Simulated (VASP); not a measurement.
# PbSe (Clausthalite) (Fm-3m) in VASP: further runs, part 2 of 2

VASP 6.6.1. The steps go on from the part before.

### 5 Relaxation of cell and atoms, r2SCAN50

Contents of POSCAR:

```
PbSe
1.0
    0.0000000000      3.0606500000      3.0606500000
    3.0606500000      0.0000000000      3.0606500000
    3.0606500000      3.0606500000      0.0000000000
Pb Se
1 1
Direct
    0.0000000000      0.0000000000      0.0000000000
    0.5000000000      0.5000000000      0.5000000000
```

Contents of INCAR.step1:

```
SYSTEM = PbSe
PREC = Accurate
ENCUT = 600
EDIFF = 1E-5
ISMEAR = -1
SIGMA = 0.05
LREAL = .FALSE.
LASPH = .TRUE.
NELM = 100
ALGO = Normal
LWAVE = .TRUE.
LCHARG = .FALSE.
GGA = PE
```

Contents of INCAR.step2:

```
SYSTEM = PbSe
PREC = Accurate
ENCUT = 600
EDIFF = 1E-6
ISMEAR = -1
SIGMA = 0.05
LREAL = .FALSE.
LASPH = .TRUE.
NELM = 100
ALGO = Normal
ISIF = 3
LWAVE = .FALSE.
LCHARG = .FALSE.
METAGGA = R2SCAN
LHFCALC = .TRUE.
AEXX = 0.5
LMIXTAU = .TRUE.
PRECFOCK = Fast
HFRCUT = -1
IBRION = 2
NSW = 60
EDIFFG = -0.01
ISTART = 1
```

Contents of KPOINTS:

```
regular mesh
0
G
  4 4 4
  0 0 0
```

Potentials or basis: VASP PAW PBE potentials, release 64 (Pb_d, Se).

The run is started by

```sh
> cat potpaw_PBE.64/Pb_d/POTCAR potpaw_PBE.64/Se/POTCAR > POTCAR
> cp INCAR.step1 INCAR
> mpirun -np 1 vasp_std > vasp.out
> cp INCAR.step2 INCAR
> mpirun -np 1 vasp_std > vasp.out
```

OUTCAR:

```text
SYSTEM = PbSe
   PREC = Accurate
   ENCUT = 600
   EDIFF = 1E-6
   ISMEAR = -1
   LREAL = .FALSE.
   LASPH = .TRUE.
   NELM = 100
   ISIF = 3
   METAGGA = R2SCAN
   LHFCALC = .TRUE.
   AEXX = 0.5
   PRECFOCK = Fast
   IBRION = 2
   NSW = 60
   EDIFFG = -0.01
   ISTART = 1

 ion  position               nearest neighbor table
   1  0.000  0.000  0.000-   2 3.06   2 3.06   2 3.06   2 3.06   2 3.06   2 3.06
   2  0.500  0.500  0.500-   1 3.06   1 3.06   1 3.06   1 3.06   1 3.06   1 3.06

  LATTYP: Found a face centered cubic cell.
 ALAT       =     6.1213000000

  Lattice vectors:

 A1 = (   0.0000000000,   3.0606500000,   3.0606500000)
 A2 = (   3.0606500000,   0.0000000000,   3.0606500000)
 A3 = (   3.0606500000,   3.0606500000,   0.0000000000)

Analysis of symmetry for initial positions (statically):
=====================================================================
 Subroutine PRICEL returns:
 Original cell was already a primitive cell.

 Routine SETGRP: Setting up the symmetry group for a
 face centered cubic supercell.

 Subroutine GETGRP returns: Found 48 space group operations
 (whereof 48 operations were pure point group operations)
 out of a pool of 48 trial point group operations.

The static configuration has the point symmetry O_h .

Analysis of symmetry for dynamics (positions and initial velocities):
=====================================================================
 Subroutine PRICEL returns:
 Original cell was already a primitive cell.

 Routine SETGRP: Setting up the symmetry group for a
 face centered cubic supercell.

 Subroutine GETGRP returns: Found 48 space group operations
 (whereof 48 operations were pure point group operations)
 out of a pool of 48 trial point group operations.

The dynamic configuration has the point symmetry O_h .

 Subroutine INISYM returns: Found 48 space group operations
 (whereof 48 operations are pure point group operations),
 and found     1 'primitive' translations

----------------------------------------------------------------------------------------

                                     Primitive cell

  volume of cell :      57.3418

  direct lattice vectors                    reciprocal lattice vectors
     0.000000000  3.060650000  3.060650000    -0.163363991  0.163363991  0.163363991
     3.060650000  0.000000000  3.060650000     0.163363991 -0.163363991  0.163363991
     3.060650000  3.060650000  0.000000000     0.163363991  0.163363991 -0.163363991

  length of vectors
     4.328412740  4.328412740  4.328412740     0.282954733  0.282954733  0.282954733

  position of ions in fractional coordinates (direct lattice)
     0.000000000  0.000000000  0.000000000
     0.500000000  0.500000000  0.500000000

  ion indices of the primitive-cell ions
   primitive index   ion index
                 1           1
                 2           2

----------------------------------------------------------------------------------------

 KPOINTS: regular mesh

Automatic generation of k-mesh.
 Grid dimensions read from file:
 generate k-points for:    4    4    4

 Generating k-lattice:

  Cartesian coordinates                     Fractional coordinates (reciprocal lattice)
    -0.040840998  0.040840998  0.040840998     0.250000000  0.000000000  0.000000000
     0.040840998 -0.040840998  0.040840998     0.000000000  0.250000000  0.000000000
     0.040840998  0.040840998 -0.040840998     0.000000000  0.000000000  0.250000000

  Length of vectors
     0.070738683  0.070738683  0.070738683

  Shift w.r.t. Gamma in fractional coordinates (k-lattice)
     0.000000000  0.000000000  0.000000000

 Subroutine IBZKPT returns following result:
 ===========================================

 Found      8 irreducible k-points:

 Following reciprocal coordinates:
            Coordinates               Weight
  0.000000  0.000000  0.000000      1.000000
  0.250000  0.000000  0.000000      8.000000
  0.500000  0.000000  0.000000      4.000000
  0.250000  0.250000  0.000000      6.000000
  0.500000  0.250000  0.000000     24.000000
 -0.250000  0.250000  0.000000     12.000000
  0.500000  0.500000  0.000000      3.000000
 -0.250000  0.500000  0.250000      6.000000
   k-points           NKPTS =      8   k-points in BZ     NKDIM =     64   number of bands    NBANDS=     14
   number of dos      NEDOS =    301   number of ions     NIONS =      2
   total plane-waves  NPLWV =  46656
   dimension x,y,z NGX =    36 NGY =   36 NGZ =   36
   dimension x,y,z NGXF=    72 NGYF=   72 NGZF=   72
   ions per type =               1   1
   NGX,Y,Z   is equivalent  to a cutoff of  13.83, 13.83, 13.83 a.u.
   NGXF,Y,Z  is equivalent  to a cutoff of  27.65, 27.65, 27.65 a.u.
 SYSTEM =  PbSe
   PREC   = accura    normal or accurate (medium, high low for compatibility)
   ISTART =      1    job   : 0-new  1-cont  2-samecut
   ICHARG =      0    charge: 1-file 2-atom 10-const
   ISPIN  =      1    spin polarized calculation?
   LNONCOLLINEAR =      F non collinear calculations
   LSORBIT =      F    spin-orbit coupling
   LASPH  =      T    aspherical Exc in radial PAW
   ENCUT  =  600.0 eV  44.10 Ry    6.64 a.u.   8.64  8.64  8.64*2*pi/ulx,y,z
   NELM   =    100;   NELMIN=  2; NELMDL=  0     # of ELM steps
   EDIFF  = 0.1E-05   stopping-criterion for ELM
   LREAL  =      F    real-space projection
   EDIFFG = -.1E-01   stopping-criterion for IOM
   NSW    =     60    number of steps for IOM
   IBRION =      2    ionic relax: 0-MD 1-quasi-New 2-CG
   NFREE  =      1    steps in history (QN), initial steepest desc. (CG)
   ISIF   =      3    stress and relaxation
   ISYM   =      3    0-nonsym 1-usesym 2-fastsym
   POTIM  = 0.5000    time-step for ionic-motion
   TEBEG  =    0.0;   TEEND  =   0.0 temperature during run
   PSTRESS=    0.0 pullay stress
   NELECT =      20.0000    total number of electrons
   NUPDOWN=      -1.0000    fix difference up-down
   EMIN   =  10.00;   EMAX   =-10.00  energy-range for DOS
   EFERMI =   0.00;   METHOD = LEGACY
   ISMEAR =    -1;   SIGMA  =   0.05  broadening in eV -4-tet -1-fermi 0-gaus
   EFERMI_NEDOS =   21; number of points for ismear=-14 and -15
   IALGO  =     38    algorithm
   IMIX   =      1    mixing-type and parameters
     AMIX     =   0.40;   BMIX     =  1.00
     AMIX_MAG =   1.60;   BMIX_MAG =  1.00
  volume/ion in A,a.u.               =      28.67       193.48
  Fermi-wavevector in a.u.,A,eV,Ry     =   1.152377  2.177676 18.068159  1.327972
  Thomas-Fermi vector in A             =   2.289028
   LORBIT       =      0    0 simple, 1 ext, 2 COOP (PROOUT), +10 PAW based schemes
   METAGGA = R2SCAN    functional components
   LHFCALC =     T    Hartree Fock is set to
   PRECFOCK=fast      Normal, Fast or Accurate (Low or Medium for compatibility)
   ENCUT4O =  -1.0   cutoff for four orbital integrals eV
   NKREDX  =     1    reduce k-point grid by
   NKREDY  =     1    reduce k-point grid by
   NKREDZ  =     1    reduce k-point grid by
   AEXX    =    0.5000 exact exchange contribution
   HFSCREEN=    0.0000 screening length (either q_TF or 0.3 A-1)
   HFSCREENC=   0.0000 screening length for correlation (either q_TF or 0.3 A-1)
   ENCUTFOCK=  -1.0 apply spherical cutoff to Coloumb kernel
   IVDW    =     0    specifies the selected vdW correction
   LEPSILON=     F    determine dielectric tensor
   LRPA    =     F    only Hartree local field effects (RPA)
 conjugate gradient relaxation of ions
 non-spin polarized calculation
  energy-cutoff  :      600.00
  volume of cell :       57.34
 maximum number of plane-waves:      1924
 NGX is ok and might be reduce to    36
  NGX = 20; NGY = 20; NGZ = 20

--------------------------------------- Ionic step        1  -------------------------------------------

 number of electron      20.0000001 magnetization

 Free energy of the ion-electron system (eV)
  ---------------------------------------------------
  ext. energy  EPLUGINS =         0.00000000
  ---------------------------------------------------
  free energy    TOTEN  =       -46.17753982 eV

  energy without entropy =      -46.17753982  energy(sigma->0) =      -46.17753982

------------------------ aborting loop because EDIFF is reached ----------------------------------------

  FORCE on cell =-STRESS in cart. coord.  units (eV):
  Direction    XX          YY          ZZ          XY          YZ          ZX
  --------------------------------------------------------------------------------------
  -------------------------------------------------------------------------------------
  Total        0.1308927      0.1308927      0.1308927     -0.0000000      0.0000000      0.0000000
  in kB        3.6572522      3.6572522      3.6572522     -0.0000000      0.0000000      0.0000000
  external PRESSURE =       3.6572522 kB  Pullay stress =       0.0000000 kB
[... 59 lines left out ...]
--------------------------------------- Ionic step        3  -------------------------------------------

 number of electron      20.0000002 magnetization

 Free energy of the ion-electron system (eV)
  ---------------------------------------------------
  ext. energy  EPLUGINS =         0.00000000
  ---------------------------------------------------
  free energy    TOTEN  =       -46.17801403 eV

  energy without entropy =      -46.17801403  energy(sigma->0) =      -46.17801403

 E-fermi :   4.7911     XC(G=0):  -5.6650

 val. band max:        3.7069845654   @ k =   0.5000   0.0000   0.0000
 cond. band min:       6.2296908495   @ k =   0.5000   0.0000   0.0000
 fundamental gap:      2.5227062841
 Fermi energy:         4.7910728122

 k-point     1 :       0.0000    0.0000    0.0000
  band No.  band energies     occupation
      1     -17.1091      2.00000
      2     -17.1091      2.00000
      3     -17.0873      2.00000
      4     -17.0873      2.00000
      5     -17.0873      2.00000
      6     -13.1344      2.00000
      7      -3.5642      2.00000
      8       1.0807      2.00000
      9       1.0807      2.00000
     10       1.0807      2.00000
     11      11.4808      0.00000
     12      11.4808      0.00000
     13      11.4808      0.00000
     14      13.0794      0.00000
[... 146 lines left out ...]
  FREE ENERGIE OF THE ION-ELECTRON SYSTEM (eV)
  ---------------------------------------------------
  free  energy   TOTEN  =       -46.1780140323 eV

  energy  without entropy=      -46.1780140322  energy(sigma->0) =      -46.17801403

 reached required accuracy - stopping structural energy minimisation
```

Run time: 17 min. Hardware: 1 thread of Intel Xeon Platinum 8488C (Sapphire Rapids), shared host; peak memory 0.22 GiB.

What came out:

```yaml
Free_energy: -46.1780 eV
Relaxed_volume: 28.88 Å³/atom
Relaxed_cell: a = 4.339 Å, b = 4.339 Å, c = 4.339 Å, α = 60.00°, β = 60.00°, γ = 60.00°
Space_group_after_relaxing_to_0.05_Å: Fm-3m (No. 225)
Energy_gained_by_relaxing: 0.2 meV/atom
Ionic_steps: 3
Pressure_after_relaxing: 0.0 GPa
Band_gap_on_the_k_mesh: 2.52 eV, direct
```

The path:
```csv
step,energy change (eV),largest force (eV/Å),pressure (GPa),volume (Å³)
1,0.0000,0.0000,0.37,57.34
2,-0.0004,0.0000,-0.10,57.89
3,-0.0005,0.0000,-0.04,57.76
```

Final structure:
```xyz
2
Lattice="0.0000 3.0680 3.0680 3.0680 0.0000 3.0680 3.0680 3.0680 0.0000" Properties=species:S:1:pos:R:3 pbc="T T T"
Pb    0.0000    0.0000    0.0000
Se    3.0680    3.0680    3.0680
```

Levels at points of the mesh, in eV from the valence-band top:
| k point | band 7 | band 8 | band 9 | band 10 | band 11 | band 12 | band 13 | band 14 |
| --- | --- | --- | --- | --- | --- | --- | --- | --- |
| (0.00, 0.00, 0.00) | -7.27 | -2.63 | -2.63 | -2.63 | 7.77 | 7.77 | 7.77 | 9.37 |
| (0.50, 0.00, 0.00) | -10.71 | -2.12 | -2.12 | 0.00 | 2.52 | 4.05 | 4.05 | 11.65 |
| (0.50, 0.50, 0.00) | -8.70 | -6.36 | -4.25 | -4.25 | 6.13 | 8.84 | 8.84 | 9.33 |

Caveat: the k mesh is coarse (spacing up to 0.44 Å⁻¹), so the values aren't converged, least of all with exact exchange; the PAW data sets were made with another functional, which shifts forces and pressure a little; spin-orbit coupling is left out, which as a rule narrows the gap of such compounds by several tenths of an eV. Zero-point motion and thermal expansion aren't in these numbers.

### 6 Single point, PBE

Contents of INCAR:

```
PREC     = Accurate       # precision mode
ENCUT    = 520            # plane-wave cutoff, eV
EDIFF    = 1E-7           # SCF threshold, eV
ISMEAR   = 0              # smearing method
SIGMA    = 0.019000000000000003 # smearing width, eV
LREAL    = F              # projectors in reciprocal space
LASPH    = T              # aspherical terms in the spheres
NELM     = 80             # most SCF steps
ALGO     = Normal         # electronic algorithm
ISIF     = 2              # what is computed and relaxed
LWAVE    = F              # write WAVECAR
LCHARG   = F              # write CHGCAR
GGA      = PE             # functional
```

Contents of KPOINTS:

```
regular mesh
0
Gamma
  8 8 8
```

POSCAR is that of step 5.

Potentials or basis: VASP PAW PBE potentials, release 64 (Pb_d, Se).

The run is started by

```sh
> cat potpaw_PBE.64/Pb_d/POTCAR potpaw_PBE.64/Se/POTCAR > POTCAR
> mpirun -np 1 vasp_std > vasp.out
```

Wall time 26 s (1 thread of Intel Xeon Platinum 8488C (Sapphire Rapids), shared host); peak memory 0.18 GiB.

Results (log left out):

```
Free energy            : -8.1783 eV
Pressure               : 2.4 GPa
Band gap on the k mesh : 0.29 eV, direct
```

Levels at points of the mesh, in eV from the valence-band top:
| k point | band 8 | band 9 | band 10 | band 11 | band 12 | band 13 |
| --- | --- | --- | --- | --- | --- | --- |
| (0.00, 0.00, 0.00) | -1.88 | -1.88 | -1.88 | 4.71 | 4.71 | 4.71 |
| (0.50, 0.00, 0.00) | -1.47 | -1.47 | 0.00 | 0.29 | 1.70 | 1.70 |
| (0.50, 0.50, 0.00) | -4.98 | -3.24 | -3.24 | 3.69 | 5.61 | 5.61 |

Caveat: spin-orbit coupling is left out, which as a rule narrows the gap of such compounds by several tenths of an eV.

### 7 For comparison

An earlier run on the cell as given: functional PBEsol; potentials or basis VASP PAW PBE potentials, release 64 (Pb_d, Se); cutoff 520 eV; k mesh 8 × 8 × 8; occupations fermi-dirac, width 0.05 eV; no spin polarisation.

* Pressure: -0.5 GPa
* Band gap on the k mesh: 0.20 eV, direct

### 8 Summary

| task | level | cell | k mesh | cutoff (eV) | smearing | grid for exact exchange (PRECFOCK) | exchange at q = 0 | ladder | mesh quality | gap on the mesh (eV) | pressure (GPa) |
| --- | --- | --- | --- | --- | --- | --- | --- | --- | --- | --- | --- |
| single point | PBE | as given | 8 × 8 × 8 | 520 | gaussian 0.025 eV | - | - | - | not flagged | 0.29 | 2.4 |
| single point | PBE | as given | 8 × 8 × 8 | 520 | gaussian 0.027 eV | - | - | - | not flagged | 0.29 | 2.4 |
| single point | PBE | as given | 8 × 8 × 8 | 520 | gaussian 0.018 eV | - | - | - | not flagged | 0.29 | 2.4 |
| relaxation of cell and atoms | r2SCAN50 | relaxed | 4 × 4 × 4 | 600 | fermi-dirac 0.05 eV | Fast | truncated | - | coarse | 2.52 | 0.0 |
| single point | PBE | as given | 8 × 8 × 8 | 520 | gaussian 0.019 eV | - | - | - | not flagged | 0.29 | 2.4 |
| single point | PBEsol | as given | 8 × 8 × 8 | 520 | fermi-dirac 0.05 eV | - | - | free | not flagged | 0.20 | -0.5 |

Alike in all rows: potentials or basis VASP PAW PBE potentials, release 64 (Pb_d, Se); no spin polarisation.

Caveats: some runs use coarse meshes; spin-orbit coupling is left out, which as a rule narrows the gap of such compounds by several tenths of an eV; the PAW data sets were made with another functional, which shifts forces and pressure a little (some runs).

Total energies depend on the potentials used, so only differences within one code and one set of settings carry meaning.

### 9 Against experiment

Step 2. A measured gap of PbSe is 0.28 eV (direct; 300 K; a printed reference work, monograph); the calculated 0.29 eV misses it by +0.01 eV. 2 values of this kind are on record (0.15 to 0.28 eV); this one was drawn at random. Spin-orbit coupling on Pb, Se is left out. The value is that of PBE on a finite k mesh, which can miss the band edges, without temperature or zero-point motion.

Step 3. A measured gap of PbSe is 0.28 eV (direct; 300 K; a printed reference work, monograph); the calculated 0.29 eV misses it by +0.01 eV. 2 values of this kind are on record (0.15 to 0.28 eV); this one was drawn at random. Spin-orbit coupling on Pb, Se is left out. The value is that of PBE on a finite k mesh, which can miss the band edges, without temperature or zero-point motion.

Step 4. Against the measured gap of PbSe, 0.28 eV (direct; 300 K; a printed reference work, monograph), the calculated 0.29 eV is off by +0.01 eV. 2 values of this kind are on record (0.15 to 0.28 eV); this one was drawn at random. Spin-orbit coupling on Pb, Se is left out. The value is that of PBE on a finite k mesh, which can miss the band edges, without temperature or zero-point motion.

Step 6. A measured gap of PbSe is 0.15 eV (direct; 4.2 K; a printed reference work, monograph); the calculated 0.29 eV misses it by +0.14 eV. 2 values of this kind are on record (0.15 to 0.28 eV); this one was drawn at random. Spin-orbit coupling on Pb, Se is left out. The value is that of PBE on a finite k mesh, which can miss the band edges, without temperature or zero-point motion.
